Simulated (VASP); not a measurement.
# I (P4/mmm) in VASP: band structure with PBE+D3

Aim: the band structure of I with PBE+D3.

All numbers are computed with VASP 6.6.1; they aren't measurements. Logs are shortened: lines on timing, memory, paths and dates and some standing lists are left out, and cuts for length are marked.

### 1 The undisturbed crystal

The structure is tetragonal, space group P4/mmm (No. 123). Conventional cell: a = 3.238 Å, b = 3.238 Å, c = 5.131 Å, α = 90.00°, β = 90.00°, γ = 90.00°. I (site symmetry 4/mmm) is surrounded by 4 I at 3.24 Å.

The cell was built by a generator and needn't be a form met in nature.

### 2 Band structure, PBE+D3 (volume scaled by 0.88)

Input file run.py:

```python
from ase.calculators.vasp import Vasp
from ase.dft.bandgap import bandgap
from ase.spacegroup import crystal

atoms = crystal(
    ['I'],
    basis=[[0.5, 0.5, 0.0]],
    spacegroup=123,
    setting=1,
    cellpar=[3.10287559, 3.10287559, 4.91712755, 90.0, 90.0, 90.0],
    primitive_cell=True,
)
calc = Vasp(
    directory='calc',
    xc='pbe',
    pp='PBE',
    setups='recommended',
    prec='Accurate',
    encut=520,
    ediff=1e-06,
    ismear=0,
    sigma=0.1,
    lreal=False,
    lasph=True,
    nelm=60,
    algo='Fast',
    isif=2,
    lwave=False,
    lcharg=True,
    ivdw=11,
    kpts=[8, 8, 5],
    gamma=True,
)
atoms.calc = calc

print('energy (eV):', atoms.get_potential_energy())
print('free energy (eV):', atoms.get_potential_energy(force_consistent=True))
efermi = calc.get_fermi_level()
print('Fermi level (eV):', efermi)
path = atoms.cell.bandpath(npoints=40, eps=1e-4)
print('path:', path.path)
calc.set(kpts=path.kpts, reciprocal=True, icharg=11, isym=0, lcharg=False)
calc.calculate(atoms)
print('gap on the path (eV):', bandgap(calc, efermi=efermi)[0])
print('direct gap on the path (eV):', bandgap(calc, efermi=efermi, direct=True)[0])
```

Potentials or basis: VASP PAW PBE potentials, release 64 (I).

Run with:

```console
$ python run.py
```

The program printed:

```text
energy (eV): -1.47692719
free energy (eV): -1.48038677
Fermi level (eV): 2.56908595
path: GXMGZRAZ,XR,MA
gap on the path (eV): 0.0
direct gap on the path (eV): 0.0
```

OUTCAR:

```text
ENCUT = 520.000000
   EDIFF = 1.00e-06
   GGA = PE
   PREC = Accurate
   ICHARG = 11
   ISIF = 2
   ISMEAR = 0
   ISYM = 0
   NELM = 60
   IVDW = 11
   LASPH = .TRUE.
   LREAL = .FALSE.
 IVDW          = 11

 ion  position               nearest neighbor table
   1  0.500  0.500  0.000-

IMPORTANT INFORMATION: All symmetrisations will be switched off!
NOSYMM: (Re-)initialisation of all symmetry stuff for point group C_1.

----------------------------------------------------------------------------------------

                                     Primitive cell

  volume of cell :      47.3413

  direct lattice vectors                    reciprocal lattice vectors
     3.102875590  0.000000000  0.000000000     0.322281694  0.000000000  0.000000000
     0.000000000  3.102875590  0.000000000     0.000000000  0.322281694  0.000000000
     0.000000000  0.000000000  4.917127550     0.000000000  0.000000000  0.203370767

  length of vectors
     3.102875590  3.102875590  4.917127550     0.322281694  0.322281694  0.203370767

  position of ions in fractional coordinates (direct lattice)
     0.500000000  0.500000000  0.000000000

  ion indices of the primitive-cell ions
   primitive index   ion index
                 1           1

----------------------------------------------------------------------------------------

 KPOINTS: KPOINTS created by Atomic Simulation Env

Read explicit list of k-points.

 Found     40 k-points:

 Following reciprocal coordinates:
            Coordinates               Weight
  0.000000  0.000000  0.000000      0.025000
  0.000000  0.125000  0.000000      0.025000
  0.000000  0.250000  0.000000      0.025000
  0.000000  0.375000  0.000000      0.025000
  0.000000  0.500000  0.000000      0.025000
  0.125000  0.500000  0.000000      0.025000
[... 16 lines left out ...]
  0.250000  0.500000  0.500000      0.025000
  0.375000  0.500000  0.500000      0.025000
 [... further k-points ...]
   k-points           NKPTS =     40   k-points in BZ     NKDIM =     40   number of bands    NBANDS=      7
   number of dos      NEDOS =    301   number of ions     NIONS =      1
   total plane-waves  NPLWV =  23040
   dimension x,y,z NGX =    24 NGY =   24 NGZ =   40
   dimension x,y,z NGXF=    48 NGYF=   48 NGZF=   80
   ions per type =               1
   NGX,Y,Z   is equivalent  to a cutoff of  12.86, 12.86, 13.52 a.u.
   NGXF,Y,Z  is equivalent  to a cutoff of  25.72, 25.72, 27.05 a.u.
 SYSTEM =  unknown system
   PREC   = accura    normal or accurate (medium, high low for compatibility)
   ISTART =      0    job   : 0-new  1-cont  2-samecut
   ICHARG =     11    charge: 1-file 2-atom 10-const
   ISPIN  =      1    spin polarized calculation?
   LNONCOLLINEAR =      F non collinear calculations
   LSORBIT =      F    spin-orbit coupling
   LASPH  =      T    aspherical Exc in radial PAW
   ENCUT  =  520.0 eV  38.22 Ry    6.18 a.u.   5.77  5.77  9.14*2*pi/ulx,y,z
   NELM   =     60;   NELMIN=  2; NELMDL=  0     # of ELM steps
   EDIFF  = 0.1E-05   stopping-criterion for ELM
   LREAL  =      F    real-space projection
   EDIFFG = 0.1E-04   stopping-criterion for IOM
   NSW    =      0    number of steps for IOM
   IBRION =     -1    ionic relax: 0-MD 1-quasi-New 2-CG
   NFREE  =      0    steps in history (QN), initial steepest desc. (CG)
   ISIF   =      2    stress and relaxation
   ISYM   =      0    0-nonsym 1-usesym 2-fastsym
   POTIM  = 0.5000    time-step for ionic-motion
   TEBEG  =    0.0;   TEEND  =   0.0 temperature during run
   PSTRESS=    0.0 pullay stress
   NELECT =       7.0000    total number of electrons
   NUPDOWN=      -1.0000    fix difference up-down
   EMIN   =  10.00;   EMAX   =-10.00  energy-range for DOS
   EFERMI =   0.00;   METHOD = LEGACY
   ISMEAR =     0;   SIGMA  =   0.10  broadening in eV -4-tet -1-fermi 0-gaus
   EFERMI_NEDOS =   21; number of points for ismear=-14 and -15
   IALGO  =     68    algorithm
   IMIX   =      4    mixing-type and parameters
     AMIX     =   0.40;   BMIX     =  1.00
     AMIX_MAG =   1.60;   BMIX_MAG =  1.00
  volume/ion in A,a.u.               =      47.34       319.47
  Fermi-wavevector in a.u.,A,eV,Ry     =   0.865687  1.635911 10.196391  0.749414
  Thomas-Fermi vector in A             =   1.983966
   LORBIT       =      0    0 simple, 1 ext, 2 COOP (PROOUT), +10 PAW based schemes
   GGA     = PE    functional components
   LHFCALC =     F    Hartree Fock is set to
   AEXX    =    0.0000 exact exchange contribution
   IVDW    =    11    specifies the selected vdW correction
   LEPSILON=     F    determine dielectric tensor
   LRPA    =     F    only Hartree local field effects (RPA)
 non-spin polarized calculation
 RMM-DIIS sequential band-by-band and
 Gauss-broadening in eV      SIGMA  =   0.10
  energy-cutoff  :      520.00
  volume of cell :       47.34
 maximum number of plane-waves:      1296
 NGX is ok and might be reduce to    24

 number of electron       6.9999999 magnetization

 Free energy of the ion-electron system (eV)
  ---------------------------------------------------
  ext. energy  EPLUGINS =         0.00000000
  ---------------------------------------------------
  free energy    TOTEN  =        -0.96221365 eV

  energy without entropy =       -0.95183427  energy(sigma->0) =       -0.95702396

 E-fermi :   3.4894     XC(G=0):  -7.2948

 val. band max:        3.3655589899   @ k =   0.1250   0.5000   0.5000
 cond. band min:       3.5348527689   @ k =   0.0000   0.0000   0.0000
 fundamental gap:      0.1692937790
 Fermi energy:         3.4894048913

 k-point     1 :       0.0000    0.0000    0.0000
  band No.  band energies     occupation
      1     -11.9297      2.00000
      2      -0.8322      2.00000
      3       3.5349      0.52040
      4       3.5349      0.52040
      5       5.9576      0.00000
      6       9.5003      0.00000
      7      10.4644      0.00000

 k-point     2 :       0.0000    0.1250    0.0000
  band No.  band energies     occupation
      1     -11.7469      2.00000
      2      -0.6566      2.00000
      3       1.9381      2.00000
      4       3.6899      0.00458
      5       6.2004      0.00000
      6      10.0728      0.00000
      7      12.0228      0.00000

 k-point     3 :       0.0000    0.2500    0.0000
  band No.  band energies     occupation
      1     -11.2408      2.00000
      2      -0.6136      2.00000
      3      -0.1806      2.00000
      4       4.0979      0.00000
      5       6.8971      0.00000
      6      10.6847      0.00000
      7      10.8978      0.00000

 k-point     4 :       0.0000    0.3750    0.0000
  band No.  band energies     occupation
      1     -10.5924      2.00000
      2      -2.6494      2.00000
      3       0.4032      2.00000
      4       4.5689      0.00000
      5       8.0283      0.00000
      6       9.0017      0.00000
      7      11.3530      0.00000

 k-point     5 :       0.0000    0.5000    0.0000
  band No.  band energies     occupation
      1     -10.2518      2.00000
      2      -3.4689      2.00000
      3       0.6949      2.00000
      4       4.7893      0.00000
      5       8.2693      0.00000
      6       9.1631      0.00000
      7      10.3180      0.00000
[... 161 lines left out ...]
 k-point    22 :       0.1250    0.5000    0.5000
  band No.  band energies     occupation
      1     -10.0367      2.00000
      2      -3.2456      2.00000
      3       0.3956      2.00000
      4       3.3656      1.92013
      5       6.8087      0.00000
      6      11.2980      0.00000
      7      12.8837      0.00000

 k-point    23 :       0.2500    0.5000    0.5000
  band No.  band energies     occupation
      1      -9.5203      2.00000
      2      -2.7934      2.00000
      3       0.8694      2.00000
      4       0.8916      2.00000
      5       7.4571      0.00000
      6       8.6581      0.00000
      7      11.5967      0.00000

 k-point    24 :       0.3750    0.5000    0.5000
  band No.  band energies     occupation
      1      -8.8514      2.00000
      2      -2.2465      2.00000
      3      -1.1448      2.00000
      4       1.4488      2.00000
      5       6.7792      0.00000
      6       8.4623      0.00000
      7       9.9343      0.00000

 [... further k-points ...]

------------------------ aborting loop because EDIFF is reached ----------------------------------------

 Edisp (eV)   -0.16046

 E8    (eV) :    -0.0854

  FORCE on cell =-STRESS in cart. coord.  units (eV):
  Direction    XX          YY          ZZ          XY          YZ          ZX
  --------------------------------------------------------------------------------------
  -------------------------------------------------------------------------------------
  Total       0.19055     7.20855     0.63694    -1.43770     0.00000     0.00000
  in kB       6.44878   243.95969    21.55601   -48.65629     0.00007     0.00009
  external pressure =       90.65 kB  Pullay stress =        0.00 kB

 VOLUME and BASIS-vectors are now :
 -----------------------------------------------------------------------------
  energy-cutoff  :      520.00
  volume of cell :       47.34
      direct lattice vectors                 reciprocal lattice vectors
     3.102875590  0.000000000  0.000000000     0.322281694  0.000000000  0.000000000
     0.000000000  3.102875590  0.000000000     0.000000000  0.322281694  0.000000000
     0.000000000  0.000000000  4.917127550     0.000000000  0.000000000  0.203370767

 POSITION                                       TOTAL-FORCE (eV/Angst)
 -----------------------------------------------------------------------------------
      1.55144      1.55144      0.00000        -0.000009     -0.000010     -0.000003
 -----------------------------------------------------------------------------------
    total drift:                               -0.000009     -0.000010     -0.000003

  FREE ENERGIE OF THE ION-ELECTRON SYSTEM (eV)
  ---------------------------------------------------
  free  energy   TOTEN  =        -1.1226757232 eV

  energy  without entropy=       -1.1122963368  energy(sigma->0) =       -1.11748603
```

INCAR:

```text
ENCUT = 520.000000
SIGMA = 0.100000
EDIFF = 1.00e-06
ALGO = Fast
GGA = PE
PREC = Accurate
ICHARG = 11
ISIF = 2
ISMEAR = 0
ISYM = 0
NELM = 60
IVDW = 11
LASPH = .TRUE.
LCHARG = .FALSE.
LWAVE = .FALSE.
LREAL = .FALSE.
```

It took 19 s on 1 thread of AMD EPYC 7R43 (Zen 3), shared host; peak memory 0.12 GiB.

Results:

```yaml
Band_gap_along_the_path: none (metal or under the smearing width)
Dispersion_energy_per_atom: -0.160 eV
```

Levels at the corners of the path, in eV from the Fermi level:
```tsv
point	band 1	band 2	band 3	band 4	band 5	band 6	band 7
Γ	-14.50	-3.40	0.97	0.97	3.39	6.93	7.90
X	-12.82	-6.04	-1.87	2.22	5.70	6.59	7.75
M	-11.09	-4.59	-4.59	-0.47	3.30	8.01	8.01
Γ	-14.50	-3.40	0.97	0.97	3.39	6.93	7.90
Z	-14.46	-4.05	0.99	0.99	7.01	7.13	8.07
R	-12.79	-5.98	-2.35	2.24	4.02	9.66	10.42
A	-11.06	-4.55	-4.55	-0.83	3.49	6.68	6.68
Z	-14.46	-4.05	0.99	0.99	7.01	7.13	8.07
X	-12.82	-6.04	-1.87	2.22	5.70	6.59	7.75
R	-12.79	-5.98	-2.35	2.24	4.02	9.66	10.42
M	-11.09	-4.59	-4.59	-0.47	3.30	8.01	8.01
A	-11.06	-4.55	-4.55	-0.83	3.49	6.68	6.68
```

Caveat: the log is that of the step along the path at fixed density, whose energy, stress, charges and moments have no meaning; spin-orbit coupling is left out, which moves the levels of the heavy elements; an odd number of electrons without spin polarisation forces a metal; a magnetic or distorted state may lie lower; pairwise dispersion overbinds metals, which lowers pressure and volume.
